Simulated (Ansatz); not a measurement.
# Ge: the cost of one run

Method: DFT PBE, scalar-relativistic, plane waves, PAW, in Ansatz 0.2.0.

## (1) The starting structure

Symmetry: Im-3m, No. 229, cubic system. The conventional cell has a = 7.570 Å, b = 7.570 Å, c = 7.570 Å, α = 90.00°, β = 90.00°, γ = 90.00°. Ge (site symmetry 3m) has 4 Ge at 2.40 Å as nearest neighbours.

Coordinates:

```xyz
8
Lattice="-3.7848 3.7848 3.7848 3.7848 -3.7848 3.7848 3.7848 3.7848 -3.7848" Properties=species:S:1:pos:R:3 pbc="T T T"
Ge    1.2005    1.2005    1.2005
Ge    2.5843    2.5843   -2.5843
Ge    2.5843   -2.5843    2.5843
Ge   -2.5843    2.5843    2.5843
Ge    2.5843    2.5843    2.5843
Ge    1.2005    1.2005   -1.2005
Ge    1.2005   -1.2005    1.2005
Ge   -1.2005    1.2005    1.2005
```

A structure generator made this guess: 4-connected net of one element (Im-3m, No. 229). The dimensions are guesses.

## (2) The guess as it stands, on a coarse mesh

Contents of input.yaml:

```yaml
crystal:
  lattice:
    - [-3.78484301, 3.78484301, 3.78484301]
    - [3.78484301, -3.78484301, 3.78484301]
    - [3.78484301, 3.78484301, -3.78484301]
  atoms:
    - { symbol: Ge, position: [0.31719804, 0.31719804, 0.31719804] }
    - { symbol: Ge, position: [0.0, 0.0, 0.68280196] }
    - { symbol: Ge, position: [0.0, 0.68280196, 0.0] }
    - { symbol: Ge, position: [0.68280196, 0.0, 0.0] }
    - { symbol: Ge, position: [0.68280196, 0.68280196, 0.68280196] }
    - { symbol: Ge, position: [0.0, 0.0, 0.31719804] }
    - { symbol: Ge, position: [0.0, 0.31719804, 0.0] }
    - { symbol: Ge, position: [0.31719804, 0.0, 0.0] }
basis:
  ecutwfc: 420
kpoints:
  mp_grid: { grid: [4, 4, 4] }
hamiltonian:
  xc: pbe
scf:
  occupations: { method: gaussian, width: 0.1 }
  lower_state_search: "off"
output:
  forces: true
  stress: true
  eigenvalues: true
```

Run with:

```sh
$ ansatz run input.yaml --threads 1 --pin off --max-ram 2048MiB --backend cpu --events-out ev --progress --plain --runs-dir out
```

Q: Estimate wall time and peak memory on 1 thread of Arm Neoverse V2, shared host.

About 5.1 s, with a peak of 0.45 GiB.
